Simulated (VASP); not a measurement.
# SiC (Moissanite 3C) (F-43m) in VASP: settings compared, part 2 of 2

VASP 6.6.1. Earlier steps stand in the parts before.

## Step 4: Relaxation of cell and atoms, r2SCAN

File INCAR:

```
SYSTEM = SiC
  ALGO = Normal
  EDIFF = 1E-7
  EDIFFG = -0.01
  ENCUT = 600
  IBRION = 2
  ISIF = 3
  ISMEAR = 0
  LASPH = .True.
  LCHARG = .False.
  LMIXTAU = .True.
  LREAL = .False.
  LWAVE = .False.
  METAGGA = R2SCAN
  NELM = 80
  NSW = 40
  PREC = Accurate
  SIGMA = 0.05
```

File KPOINTS:

```
k-points
0
Gamma
  10 10 10
  0 0 0
```

File POSCAR:

```
SiC
1.0
    0.0000000000      2.1790000000      2.1790000000
    2.1790000000      0.0000000000      2.1790000000
    2.1790000000      2.1790000000      0.0000000000
Si C
1 1
Direct
    0.0000000000      0.0000000000      0.0000000000
    0.7500000000      0.7500000000      0.7500000000
```

Potentials or basis: VASP PAW PBE potentials, release 64 (Si, C).

On the command line:

```
$ cat potpaw_PBE.64/Si/POTCAR potpaw_PBE.64/C/POTCAR > POTCAR
$ mpirun -np 1 vasp_std > vasp.out
```

OUTCAR:

```text
SYSTEM = SiC
   EDIFF = 1E-7
   EDIFFG = -0.01
   ENCUT = 600
   IBRION = 2
   ISIF = 3
   ISMEAR = 0
   LASPH = .True.
   LREAL = .False.
   METAGGA = R2SCAN
   NELM = 80
   NSW = 40
   PREC = Accurate

 ion  position               nearest neighbor table
   1  0.000  0.000  0.000-   2 1.89   2 1.89   2 1.89   2 1.89
   2  0.750  0.750  0.750-   1 1.89   1 1.89   1 1.89   1 1.89

  LATTYP: Found a face centered cubic cell.
 ALAT       =     4.3580000000

  Lattice vectors:

 A1 = (   0.0000000000,   2.1790000000,   2.1790000000)
 A2 = (   2.1790000000,   0.0000000000,   2.1790000000)
 A3 = (   2.1790000000,   2.1790000000,   0.0000000000)

Analysis of symmetry for initial positions (statically):
=====================================================================
 Subroutine PRICEL returns:
 Original cell was already a primitive cell.

 Routine SETGRP: Setting up the symmetry group for a
 face centered cubic supercell.

 Subroutine GETGRP returns: Found 24 space group operations
 (whereof 24 operations were pure point group operations)
 out of a pool of 48 trial point group operations.

The static configuration has the point symmetry T_d .

Analysis of symmetry for dynamics (positions and initial velocities):
=====================================================================
 Subroutine PRICEL returns:
 Original cell was already a primitive cell.

 Routine SETGRP: Setting up the symmetry group for a
 face centered cubic supercell.

 Subroutine GETGRP returns: Found 24 space group operations
 (whereof 24 operations were pure point group operations)
 out of a pool of 48 trial point group operations.

The dynamic configuration has the point symmetry T_d .

 Subroutine INISYM returns: Found 24 space group operations
 (whereof 24 operations are pure point group operations),
[... 130 lines left out ...]
  energy-cutoff  :      600.00
  volume of cell :       20.69
 maximum number of plane-waves:       701
 NGX is ok and might be reduce to    28
   NGX = 13   NGY = 13   NGZ = 13

--------------------------------------- Ionic step        1  -------------------------------------------

 number of electron       8.0000000 magnetization

 Free energy of the ion-electron system (eV)
  ---------------------------------------------------
  ext. energy  EPLUGINS =         0.00000000
  ---------------------------------------------------
  free energy    TOTEN  =       -19.32891977 eV

  energy without entropy =      -19.32891977  energy(sigma->0) =      -19.32891977

------------------------ aborting loop because EDIFF is reached ----------------------------------------

  FORCE on cell =-STRESS in cart. coord.  units (eV):
  Direction    XX          YY          ZZ          XY          YZ          ZX
  --------------------------------------------------------------------------------------
  -------------------------------------------------------------------------------------
  Total       -0.0790967     -0.0790967     -0.0790967      0.0000000      0.0000000     -0.0000000
  in kB       -6.1244524     -6.1244524     -6.1244524      0.0000000      0.0000000     -0.0000000
  external PRESSURE =      -6.1244524 kB  Pullay stress =       0.0000000 kB
[... 59 lines left out ...]
--------------------------------------- Ionic step        3  -------------------------------------------

 number of electron       8.0000000 magnetization

 Free energy of the ion-electron system (eV)
  ---------------------------------------------------
  ext. energy  EPLUGINS =         0.00000000
  ---------------------------------------------------
  free energy    TOTEN  =       -19.32902720 eV

  energy without entropy =      -19.32902720  energy(sigma->0) =      -19.32902720

 E-fermi :   8.3049     XC(G=0): -11.9464

 val. band max:        8.0115400931   @ k =   0.0000   0.0000   0.0000
 cond. band min:       9.7356323534   @ k =   0.5000   0.5000   0.0000
 fundamental gap:      1.7240922603
 Fermi energy:         8.3048781238

 k-point     1 :       0.0000    0.0000    0.0000
  band No.  band energies     occupation
      1      -8.1891      2.00000
      2       8.0115      2.00000
      3       8.0115      2.00000
      4       8.0115      2.00000
      5      14.8797      0.00000
      6      15.8819      0.00000
      7      15.8819      0.00000
      8      15.8819      0.00000
[... 243 lines left out ...]
 k-point    24 :       0.4000    0.3000    0.0000
  band No.  band energies     occupation
      1      -4.9478      2.00000
      2       2.1729      2.00000
      3       4.7350      2.00000
      4       5.2617      2.00000
      5      11.3122      0.00000
      6      14.1858      0.00000
      7      20.5412      0.00000
      8      20.8421      0.00000

 [... further k-points ...]

------------------------ aborting loop because EDIFF is reached ----------------------------------------

  FORCE on cell =-STRESS in cart. coord.  units (eV):
  Direction    XX          YY          ZZ          XY          YZ          ZX
  --------------------------------------------------------------------------------------
  -------------------------------------------------------------------------------------
  Total        0.0000996      0.0000996      0.0000996      0.0000000      0.0000000      0.0000000
  in kB        0.0077300      0.0077300      0.0077300      0.0000000      0.0000000      0.0000000
  external PRESSURE =       0.0077300 kB  Pullay stress =       0.0000000 kB
[... 17 lines left out ...]
  FREE ENERGIE OF THE ION-ELECTRON SYSTEM (eV)
  ---------------------------------------------------
  free  energy   TOTEN  =       -19.3290271965 eV

  energy  without entropy=      -19.3290271965  energy(sigma->0) =      -19.32902720

 reached required accuracy - stopping structural energy minimisation
```

It took 82 s on 1 thread of Intel Xeon Platinum 8488C (Sapphire Rapids), shared host; peak memory 0.16 GiB.

What came out:

| Property | Result |
| --- | --- |
| Free energy | -19.3290 eV |
| Relaxed volume | 10.32 Å³/atom |
| Relaxed cell | a = 3.079 Å, b = 3.079 Å, c = 3.079 Å, α = 60.00°, β = 60.00°, γ = 60.00° |
| Space group after relaxing (to 0.05 Å) | F-43m (No. 216) |
| Energy gained by relaxing | 0.1 meV/atom |
| Ionic steps | 3 |
| Pressure after relaxing | 0.0 GPa |
| Band gap on the k mesh | 1.72 eV, indirect (least direct gap 5.06 eV) |

Step by step:
```csv
step,energy change (eV),largest force (eV/Å),pressure (GPa),volume (Å³)
1,0.0000,0.0000,-0.61,20.69
2,0.0000,0.0000,0.69,20.57
3,-0.0001,0.0000,0.00,20.64
```

Final structure:
```yaml
crystal:
  lattice:
    - [0.00000, 2.17703, 2.17703]
    - [2.17703, 0.00000, 2.17703]
    - [2.17703, 2.17703, 0.00000]
  atoms:
    - { symbol: Si, position: [0.00000, 0.00000, 0.00000] }
    - { symbol: C, position: [0.75000, 0.75000, 0.75000] }
```

Levels at points of the mesh, in eV from the valence-band top:
| k point | band 2 | band 3 | band 4 | band 5 | band 6 | band 7 |
| --- | --- | --- | --- | --- | --- | --- |
| (0.00, 0.00, 0.00) | 0.00 | 0.00 | 0.00 | 6.87 | 7.87 | 7.87 |
| (0.50, 0.00, 0.00) | -8.83 | -1.11 | -1.11 | 6.02 | 7.76 | 7.76 |
| (0.50, 0.50, 0.00) | -8.06 | -3.34 | -3.34 | 1.72 | 4.83 | 15.16 |

Caveat: the PAW data sets were made with another functional, which shifts forces and pressure a little. r2SCAN opens gaps a little over a GGA but as a rule still falls short of measured ones.

## Step 5: Relaxation of cell and atoms, rSCAN

File INCAR:

```
PREC     = Accurate       # precision mode
ENCUT    = 600            # plane-wave cutoff, eV
EDIFF    = 1E-6           # SCF threshold, eV
ISMEAR   = 0              # smearing method
SIGMA    = 0.05           # smearing width, eV
LREAL    = F              # projectors in reciprocal space
LASPH    = T              # aspherical terms in the spheres
NELM     = 80             # most SCF steps
ALGO     = Normal         # electronic algorithm
ISIF     = 3              # what is computed and relaxed
LWAVE    = F              # write WAVECAR
LCHARG   = F              # write CHGCAR
METAGGA  = RSCAN          # meta-GGA
LMIXTAU  = T            
IBRION   = 2              # ionic algorithm
NSW      = 60             # ionic steps
EDIFFG   = -0.01          # ionic threshold
```

File KPOINTS:

```
regular mesh
0
Gamma
  10 10 10
```

POSCAR is that of step 4.

On the command line:

```
$ cat potpaw_PBE.64/Si/POTCAR potpaw_PBE.64/C/POTCAR > POTCAR
$ mpirun -np 1 vasp_std > vasp.out
```

Run time: 73 s. Hardware: 1 thread of Intel Xeon Platinum 8488C (Sapphire Rapids), shared host; peak memory 0.16 GiB.

It converged, with:

```
Free energy                            : -21.6035 eV
Relaxed volume                         : 10.27 Å³/atom
Relaxed cell                           : a = 3.074 Å, b = 3.074 Å, c = 3.074 Å, α = 60.00°, β = 60.00°, γ = 60.00°
Space group after relaxing (to 0.05 Å) : F-43m (No. 216)
Energy gained by relaxing              : 0.4 meV/atom
Ionic steps                            : 3
Pressure after relaxing                : 0.0 GPa
Band gap on the k mesh                 : 1.74 eV, indirect (least direct gap 5.09 eV)
```

The path:
```tsv
step	energy change (eV)	largest force (eV/Å)	pressure (GPa)	volume (Å³)
1	0.0000	0.0000	-1.52	20.69
2	0.0000	0.0000	1.65	20.40
3	-0.0007	0.0000	0.01	20.54
```

Final structure:
```
Si C
1.0
     0.00000    2.17379    2.17379
     2.17379    0.00000    2.17379
     2.17379    2.17379    0.00000
Si C
1 1
Direct
  0.00000 0.00000 0.00000
  0.75000 0.75000 0.75000
```

Levels at points of the mesh, in eV from the valence-band top:
| k point | band 1 | band 2 | band 3 | band 4 | band 5 | band 6 | band 7 | band 8 |
| --- | --- | --- | --- | --- | --- | --- | --- | --- |
| (0.00, 0.00, 0.00) | -16.21 | 0.00 | 0.00 | 0.00 | 6.92 | 7.87 | 7.87 | 7.87 |
| (0.50, 0.00, 0.00) | -12.56 | -8.84 | -1.11 | -1.11 | 6.05 | 7.77 | 7.77 | 11.01 |
| (0.50, 0.50, 0.00) | -11.09 | -8.07 | -3.35 | -3.35 | 1.74 | 4.85 | 15.17 | 15.17 |

Caveat: the PAW data sets were made with another functional, which shifts forces and pressure a little.

## Step 6: The runs side by side

| task | level | cell | cutoff (eV) | smearing | gap on the mesh (eV) | pressure (GPa) | relaxed volume (Å³/atom) |
| --- | --- | --- | --- | --- | --- | --- | --- |
| single point | PBE | as given | 520 | gaussian 0.02 eV | 1.36 | 3.2 | - |
| single point | PBE | as given | 520 | gaussian 0.021 eV | 1.36 | 3.2 | - |
| relaxation of cell and atoms | r2SCAN | relaxed | 600 | gaussian 0.05 eV | 1.72 | 0.0 | 10.32 |
| relaxation of cell and atoms | rSCAN | relaxed | 600 | gaussian 0.05 eV | 1.74 | 0.0 | 10.27 |

Alike in all rows: potentials or basis VASP PAW PBE potentials, release 64 (Si, C); no spin polarisation; k mesh 10 × 10 × 10.

Caveats: the PAW data sets were made with another functional, which shifts forces and pressure a little (some runs).

Absolute energies hang on the potentials; compare differences alone.

## Step 7: Against experiment

Step 2. Measured gap of SiC: 2.4 eV (indirect; quoted in “Insight into the structural, elastic and electronic properties of a new orthorhombic 6O-SiC polytype”, 2020, pmc:7200658). This calculation gives 1.36 eV (-1.04 eV). The value is that of PBE on a finite k mesh, which can miss the band edges, without temperature or zero-point motion. Semilocal functionals fall short of measured gaps as a rule.

Step 3. A measured gap of SiC is 2.4 eV (indirect; quoted in “Insight into the structural, elastic and electronic properties of a new orthorhombic 6O-SiC polytype”, 2020, pmc:7200658); the calculated 1.36 eV misses it by -1.04 eV. The value is that of PBE on a finite k mesh, which can miss the band edges, without temperature or zero-point motion. Semilocal functionals fall short of measured gaps as a rule.
